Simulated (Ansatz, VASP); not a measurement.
One calculation of Ru, two programs

```
Ru
1.0
     2.51221    0.00000    0.00000
     0.00000    2.51221    0.00000
     0.00000    0.00000    2.51221
Ru
1
Cartesian
  0.0000 0.0000 0.0000
```

Alike in both runs: functional PBE; k mesh 16 × 16 × 16; occupations fermi-dirac, width 0.05 eV; no spin polarisation.

Ansatz relaxed the structure, and its values are those at the end. VASP's run is a single point on that final structure, the one shown.

```csv
,VASP,Ansatz
version,VASP 6.6.1,Ansatz 0.2.0
potentials or method,"VASP PAW PBE potentials, release 64 (Ru_pv)","PAW with Ansatz's default frozen-core files, scalar-relativistic"
plane-wave cutoff (eV),520,420
valence electrons in the cell,14,16
```

Ansatz gave:

| Quantity | Value |
| --- | --- |
| pressure (GPa) | -0.3 |

**Question.** Estimate VASP's values.

**Answer.** Pressure (GPa): -0.2.

The functional is the same, so the differences come from potentials, cutoffs and numerics. The two sets of potentials don't hold the same shells in valence.
